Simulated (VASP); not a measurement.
PbS (Galena), 2 atoms in the cell. It takes space group Fm-3m (No. 225, cubic). Conventional cell: a = 5.931 Å, b = 5.931 Å, c = 5.931 Å, α = 90.00°, β = 90.00°, γ = 90.00°. Pb (site symmetry m-3m) is surrounded by 6 S at 2.97 Å. Around S (site symmetry m-3m) lie 6 Pb at 2.97 Å. 

```yaml
Program: VASP 6.6.1
Task: band structure
Functional: r2SCAN
Potentials_or_basis: VASP PAW PBE potentials, release 64 (Pb_d, S)
Cutoff: 520 eV
k_mesh: 6 × 6 × 6
Occupations: gaussian, width 0.02 eV
Spin: spin-orbit coupling, no magnetisation
Ladder: gaps
Further_INCAR_settings: ALGO = Normal; EDIFF = 1e-06
```

Potentials or basis: VASP PAW PBE potentials, release 64 (Pb_d, S).

Run with:

```sh
$ cat potpaw_PBE.64/Pb_d/POTCAR potpaw_PBE.64/S/POTCAR > POTCAR
$ mpirun -np 2 vasp_ncl > vasp.out
```

Hardware: 2 MPI ranks on Intel(R) Xeon(R) 6975P-C (Granite Rapids), on a shared host.

Question: Estimate the wall time of this run.

Answer: It took 3 min on 2 MPI ranks on Intel(R) Xeon(R) 6975P-C (Granite Rapids) (shared host), peak memory 0.38 GiB a rank. Counts: scf iterations 80, k points 16.
